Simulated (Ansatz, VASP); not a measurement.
## One calculation of Zr, two programs

INCAR

```
PREC = Accurate
ENCUT = 520
EDIFF = 1E-6
ISMEAR = 0
SIGMA = 0.15
LREAL = False
LASPH = True
NELM = 100
ALGO = Fast
ISIF = 2
LWAVE = False
LCHARG = False
GGA = PS
NBANDS = 12
```

The input KPOINTS:

```
Automatic mesh
0
Gamma
  18 18 18
```

The input POSCAR:

```
Zr
1.0
    0.0000000000      2.4354000000      2.2550000000
    2.4354000000      0.0000000000      2.2550000000
    2.4354000000      2.4354000000      0.0000000000
Zr
1
Direct
    0.0000000000      0.0000000000      0.0000000000
```

Input for Ansatz:

```yaml
crystal:
  lattice:
    - [0.0, 2.4354, 2.255]
    - [2.4354, 0.0, 2.255]
    - [2.4354, 2.4354, 0.0]
  atoms:
    - { symbol: Zr, position: [0.0, 0.0, 0.0] }
basis:
  ecutwfc: 420
kpoints:
  mp_grid: { grid: [18, 18, 18] }
hamiltonian:
  xc: pbesol
scf:
  occupations: { method: gaussian, width: 0.15 }
output:
  forces: true
  stress: true
  eigenvalues: true
```

Change from the starting cell: strain +0.080 along x and y, +0.000 along z, atoms carried along.

Alike in both runs: task single point; functional PBEsol; k mesh 18 × 18 × 18; occupations gaussian, width 0.15 eV; no spin polarisation.

|  | VASP | Ansatz |
| --- | --- | --- |
| version | VASP 6.6.1 | Ansatz 0.2.0 |
| potentials or method | VASP PAW PBE potentials, release 64 (Zr_sv) | scalar-relativistic, plane waves, PAW |
| plane-wave cutoff (eV) | 520 | 420 |
| valence electrons in the cell | 12 | 12 |

```tsv
	VASP	Ansatz	Ansatz less VASP
gap on the k mesh at the Fermi level (eV)	none	none	-
pressure (GPa)	-13.0	-13.0	-0.03
largest component of the traceless stress (GPa)	1.40	1.40	-0.002
```

A gap of «none» marks a metal or a gap that the smearing closes.

Caveats: the PAW data sets were made with another functional, which shifts forces and pressure a little (VASP).
